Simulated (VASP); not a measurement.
# GaSe (P6_3/mmc) in VASP: notebook

Runs on GaSe. Level: LDA. Tasks: phonons, dielectric tensor.

Program: VASP 6.6.1. These are calculated values, not measurements. Logs are shortened: lines on timing, memory, paths and dates and some standing lists are left out, and cuts for length are marked.

## 1. The structure

Symmetry: P6_3/mmc, No. 194, hexagonal system. The conventional cell has a = 3.714 Å, b = 3.714 Å, c = 15.755 Å, α = 90.00°, β = 90.00°, γ = 120.00°. Ga (site symmetry 3m) is surrounded by 1 Ga at 2.41 Å and 3 Se at 2.44 Å. Se (site symmetry 3m) has 3 Ga at 2.44 Å as nearest neighbours.

## 2. Phonons, LDA

POSCAR reads:

```
GaSe
1.0
    3.7139349598      0.0000000000      0.0000000000
   -1.8569674799      3.2163620232      0.0000000000
    0.0000000000      0.0000000000     15.7551037628
  Ga              Se
     4     4
Direct
     0.3333333332999970    0.6666666667000030    0.1736373538997142
     0.6666666667000030    0.3333333332999970    0.6736373538997142
     0.3333333332999970    0.6666666667000030    0.3263626461002858
     0.6666666667000030    0.3333333332999970    0.8263626461002858
     0.3333333332999970    0.6666666667000030    0.5996444977074020
     0.6666666667000030    0.3333333332999970    0.0996444977074020
     0.3333333332999970    0.6666666667000030    0.9003555022925980
     0.6666666667000030    0.3333333332999970    0.4003555022925980
```

INCAR.step1 reads:

```
SYSTEM = GaSe
ALGO     = Normal         ! electronic algorithm
EDIFF    = 1E-8           ! SCF threshold, eV
EDIFFG   = -0.002         ! ionic threshold
ENCUT    = 600            ! plane-wave cutoff, eV
IBRION   = 2              ! ionic algorithm
ISIF     = 3              ! what is computed and relaxed
ISMEAR   = 0              ! smearing method
KPAR     = 2            
LASPH    = .TRUE.         ! aspherical terms in the spheres
LCHARG   = .FALSE.        ! write CHGCAR
LREAL    = .FALSE.        ! projectors in reciprocal space
LWAVE    = .FALSE.        ! write WAVECAR
NELM     = 80             ! most SCF steps
NSW      = 40             ! ionic steps
PREC     = Accurate       ! precision mode
SIGMA    = 0.03           ! smearing width, eV
```

INCAR.step2 reads:

```
SYSTEM = GaSe
ALGO     = Normal         ! electronic algorithm
EDIFF    = 1E-8           ! SCF threshold, eV
ENCUT    = 600            ! plane-wave cutoff, eV
IBRION   = 6              ! ionic algorithm
ISIF     = 2              ! what is computed and relaxed
ISMEAR   = 0              ! smearing method
KPAR     = 2            
LASPH    = .TRUE.         ! aspherical terms in the spheres
LCHARG   = .FALSE.        ! write CHGCAR
LREAL    = .FALSE.        ! projectors in reciprocal space
LWAVE    = .FALSE.        ! write WAVECAR
NELM     = 80             ! most SCF steps
NFREE    = 2            
NSW      = 1              ! ionic steps
POTIM    = 0.015          ! step
PREC     = Accurate       ! precision mode
SIGMA    = 0.03           ! smearing width, eV
```

KPOINTS reads:

```
k-points
0
G
  12 12 2
  0 0 0
```

Potentials or basis: VASP PAW LDA potentials, release 64 (Ga_d, Se).

On the command line:

```
$ cat potpaw_LDA.64/Ga_d/POTCAR potpaw_LDA.64/Se/POTCAR > POTCAR
$ cp INCAR.step1 INCAR
$ mpirun -np 2 vasp_std > vasp.out
$ cp CONTCAR POSCAR
$ cp INCAR.step2 INCAR
$ mpirun -np 2 vasp_std > vasp.out
```

OUTCAR:

```text
SYSTEM = GaSe
   EDIFF = 1E-8
   ENCUT = 600
   IBRION = 6
   ISIF = 2
   ISMEAR = 0
   LASPH = .TRUE.
   LREAL = .FALSE.
   NELM = 80
   NFREE = 2
   NSW = 1
   POTIM = 0.015
   PREC = Accurate

 ion  position               nearest neighbor table
   1  0.333  0.667  0.174-   3 2.41   6 2.44   6 2.44   6 2.44
   2  0.667  0.333  0.674-   4 2.41   5 2.44   5 2.44   5 2.44
   3  0.333  0.667  0.326-   1 2.41   8 2.44   8 2.44   8 2.44
   4  0.667  0.333  0.826-   2 2.41   7 2.44   7 2.44   7 2.44
   5  0.333  0.667  0.600-   2 2.44   2 2.44   2 2.44
   6  0.667  0.333  0.100-   1 2.44   1 2.44   1 2.44
   7  0.333  0.667  0.900-   4 2.44   4 2.44   4 2.44
   8  0.667  0.333  0.400-   3 2.44   3 2.44   3 2.44

  LATTYP: Found a hexagonal cell.
 ALAT       =     3.7143166549
 C/A-ratio  =     4.2421346269

  Lattice vectors:

 A1 = (   3.7143166549,   0.0000000000,   0.0000000000)
 A2 = (  -1.8571583274,   3.2166925808,   0.0000000000)
 A3 = (   0.0000000000,   0.0000000000,  15.7566312971)

Analysis of symmetry for initial positions (statically):
=====================================================================
 Subroutine PRICEL returns:
 Original cell was already a primitive cell.

 Routine SETGRP: Setting up the symmetry group for a
 hexagonal supercell.

 Subroutine GETGRP returns: Found 24 space group operations
 (whereof 12 operations were pure point group operations)
 out of a pool of 24 trial point group operations.

The static configuration has the point symmetry D_3d.
 The point group associated with its full space group is D_6h.

Analysis of symmetry for dynamics (positions and initial velocities):
=====================================================================
 Subroutine PRICEL returns:
 Original cell was already a primitive cell.

 Routine SETGRP: Setting up the symmetry group for a
 hexagonal supercell.

 Subroutine GETGRP returns: Found 24 space group operations
 (whereof 12 operations were pure point group operations)
 out of a pool of 24 trial point group operations.

The dynamic configuration has the point symmetry D_3d.
 The point group associated with its full space group is D_6h.

 Subroutine INISYM returns: Found 24 space group operations
 (whereof 12 operations are pure point group operations),
 and found     1 'primitive' translations

----------------------------------------------------------------------------------------

                                     Primitive cell

  volume of cell :     188.2573

  direct lattice vectors                    reciprocal lattice vectors
     3.714316655  0.000000000  0.000000000     0.269228527  0.155439162  0.000000000
    -1.857158327  3.216692581  0.000000000     0.000000000  0.310878325  0.000000000
     0.000000000  0.000000000 15.756631297     0.000000000  0.000000000  0.063465342

  length of vectors
     3.714316655  3.714316655 15.756631297     0.310878325  0.310878325  0.063465342

  position of ions in fractional coordinates (direct lattice)
     0.333333333  0.666666667  0.173640308
     0.666666667  0.333333333  0.673640308
     0.333333333  0.666666667  0.326359692
     0.666666667  0.333333333  0.826359692
     0.333333333  0.666666667  0.599632772
     0.666666667  0.333333333  0.099632772
     0.333333333  0.666666667  0.900367228
     0.666666667  0.333333333  0.400367228

  ion indices of the primitive-cell ions
   primitive index   ion index
                 1           1
                 2           2
                 3           3
                 4           4
                 5           5
                 6           6
                 7           7
[... 88 lines left out ...]
   ISMEAR =     0;   SIGMA  =   0.03  broadening in eV -4-tet -1-fermi 0-gaus
   EFERMI_NEDOS =   21; number of points for ismear=-14 and -15
   IALGO  =     38    algorithm
   IMIX   =      4    mixing-type and parameters
     AMIX     =   0.40;   BMIX     =  1.00
     AMIX_MAG =   1.60;   BMIX_MAG =  1.00
  volume/ion in A,a.u.               =      23.53       158.80
  Fermi-wavevector in a.u.,A,eV,Ry     =   1.209935  2.286446 19.918153  1.463943
  Thomas-Fermi vector in A             =   2.345497
   LORBIT       =      0    0 simple, 1 ext, 2 COOP (PROOUT), +10 PAW based schemes
   GGA     = CA    functional components
   LHFCALC =     F    Hartree Fock is set to
   AEXX    =    0.0000 exact exchange contribution
   IVDW    =     0    specifies the selected vdW correction
   LEPSILON=     F    determine dielectric tensor
   LRPA    =     F    only Hartree local field effects (RPA)
 finite differences with symmetry
 non-spin polarized calculation
 Gauss-broadening in eV      SIGMA  =   0.03
  energy-cutoff  :      600.00
  volume of cell :      188.26
 maximum number of plane-waves:      6345
 NGX is ok and might be reduce to    30
   NGX = 15   NGY = 15   NGZ = 63

--------------------------------------- Ionic step        1  -------------------------------------------

 number of electron      76.0000034 magnetization

 Free energy of the ion-electron system (eV)
  ---------------------------------------------------
  ext. energy  EPLUGINS =         0.00000000
  ---------------------------------------------------
  free energy    TOTEN  =       -35.40667999 eV

  energy without entropy =      -35.40667999  energy(sigma->0) =      -35.40667999

------------------------ aborting loop because EDIFF is reached ----------------------------------------

  FORCE on cell =-STRESS in cart. coord.  units (eV):
  Direction    XX          YY          ZZ          XY          YZ          ZX
  --------------------------------------------------------------------------------------
  -------------------------------------------------------------------------------------
  Total       -0.0098086     -0.0098086     -0.0079004      0.0000000     -0.0000000      0.0000000
  in kB       -0.0834767     -0.0834767     -0.0672371      0.0000000     -0.0000000      0.0000000
  external PRESSURE =      -0.0780635 kB  Pullay stress =       0.0000000 kB
[... 323 lines left out ...]
--------------------------------------- Ionic step        9  -------------------------------------------

 number of electron      76.0000034 magnetization

 Free energy of the ion-electron system (eV)
  ---------------------------------------------------
  ext. energy  EPLUGINS =         0.00000000
  ---------------------------------------------------
  free energy    TOTEN  =       -35.40575885 eV

  energy without entropy =      -35.40575885  energy(sigma->0) =      -35.40575885

 E-fermi :   3.8838     XC(G=0):  -9.8065

 val. band max:        3.7213544003   @ k =   0.0000   0.0000   0.0000
 cond. band min:       4.5812939162   @ k =   0.0000   0.0000   0.0000
 fundamental gap:      0.8599395159
 Fermi energy:         3.8837580724

 k-point     1 :       0.0000    0.0000    0.0000
  band No.  band energies     occupation
      1     -11.6991      2.00000
      2     -11.6968      2.00000
      3     -11.5593      2.00000
      4     -11.5593      2.00000
      5     -11.5591      2.00000
      6     -11.5591      2.00000
[... 1141 lines left out ...]
     44       7.6955      0.00000
     45       7.8948      0.00000

 [... further k-points ...]

------------------------ aborting loop because EDIFF is reached ----------------------------------------

  FORCE on cell =-STRESS in cart. coord.  units (eV):
  Direction    XX          YY          ZZ          XY          YZ          ZX
  --------------------------------------------------------------------------------------
  -------------------------------------------------------------------------------------
  Total       -0.1045713     -0.1045713     -0.1417671     -0.0000000     -0.0000000      0.0000000
  in kB       -0.8899613     -0.8899613     -1.2065186     -0.0000000     -0.0000000      0.0000000
  external PRESSURE =      -0.9954804 kB  Pullay stress =       0.0000000 kB
[... 23 lines left out ...]
  FREE ENERGIE OF THE ION-ELECTRON SYSTEM (eV)
  ---------------------------------------------------
  free  energy   TOTEN  =       -35.4057588456 eV

  energy  without entropy=      -35.4057588456  energy(sigma->0) =      -35.40575885

 INTERNAL STRAIN TENSORS FROM DISPLACED ATOMS
 ============================================

 INTERNAL STRAIN TENSOR FOR ION    1 for displacements in x,y,z  (eV/Angst):
          X           Y           Z          XY          YZ          ZX
  --------------------------------------------------------------------------------
  x     0.00000     0.00000     0.00000    -4.21557     0.00000    -5.61135
  y    -4.21557     4.21557     0.00000     0.00000    -5.61134    -0.00000
  z    -7.46081    -7.46081     7.22917     0.00000     0.00000     0.00000

 INTERNAL STRAIN TENSOR FOR ION    8 for displacements in x,y,z  (eV/Angst):
          X           Y           Z          XY          YZ          ZX
  --------------------------------------------------------------------------------
  x     0.00000     0.00000     0.00000     4.41348     0.00000    -8.31394
  y     4.41348    -4.41348     0.00000     0.00000    -8.31394     0.00000
  z    -6.82797    -6.82797    -9.16842     0.00000    -0.00000     0.00000

 Eigenvectors and eigenvalues of the dynamical matrix
 ----------------------------------------------------

   1 f  =    9.307391 THz    58.480065 2PiTHz  310.461159 cm-1    38.492261 meV
             X         Y         Z           dx          dy          dz
     -0.000000  2.144462  2.735986    -0.000000    0.000000   -0.460739
      1.857158  1.072231 10.614302     0.000000   -0.000000    0.460739
     -0.000000  2.144462  5.142329    -0.000000   -0.000000    0.460739
      1.857158  1.072231 13.020645     0.000000   -0.000000   -0.460739
     -0.000000  2.144462  9.448192    -0.000000    0.000000   -0.194214
      1.857158  1.072231  1.569877     0.000000   -0.000000    0.194214
     -0.000000  2.144462 14.186754    -0.000000    0.000000    0.194214
      1.857158  1.072231  6.308439     0.000000    0.000000   -0.194214
[... 243 lines left out ...]
  24 f/i=    0.004950 THz     0.031101 2PiTHz    0.165110 cm-1     0.020471 meV
             X         Y         Z           dx          dy          dz
     -0.000000  2.144462  2.735986    -0.337009    0.058890   -0.000000
      1.857158  1.072231 10.614302    -0.337009    0.058890   -0.000000
     -0.000000  2.144462  5.142329    -0.337009    0.058890   -0.000000
      1.857158  1.072231 13.020645    -0.337009    0.058890   -0.000000
     -0.000000  2.144462  9.448192    -0.359190    0.062766   -0.000000
      1.857158  1.072231  1.569877    -0.359190    0.062766   -0.000000
     -0.000000  2.144462 14.186754    -0.359190    0.062766   -0.000000
      1.857158  1.072231  6.308439    -0.359190    0.062766   -0.000000

 ELASTIC MODULI CONTR FROM IONIC RELAXATION (kBar)
 Direction    XX          YY          ZZ          XY          YZ          ZX
 --------------------------------------------------------------------------------
 XX        -293.8825    -85.1108   -199.4872      0.0000      0.0000      0.0000
 YY         -85.1108   -293.8825   -199.4872     -0.0000     -0.0000     -0.0000
 ZZ        -199.4872   -199.4872   -876.5568     -0.0000      0.0000     -0.0000
 XY           0.0000     -0.0000     -0.0000   -104.3859      0.0000      0.0000
 YZ          -0.0000      0.0000      0.0000      0.0000   -399.1737      0.0000
 ZX           0.0000     -0.0000     -0.0000      0.0000      0.0000   -399.1737
 --------------------------------------------------------------------------------
```

Wall time 35 min (2 MPI ranks of Intel Xeon 6975P-C (Granite Rapids), shared host); peak memory 1.8 GiB.

Results:

```yaml
Highest_phonon_frequency_at_Γ_LO-TO_splitting_left_out: 310 cm⁻¹
```

Phonon frequencies in cm⁻¹ (negative: imaginary):
```
              q point                                                                         frequencies
(0.000, 0.000, 0.000)  0 0 0 21 21 36 56 56 58 58 129 133 210 210 210 210 216 216 216 216 239 246 310 310
```

[end of part 1 of 2]
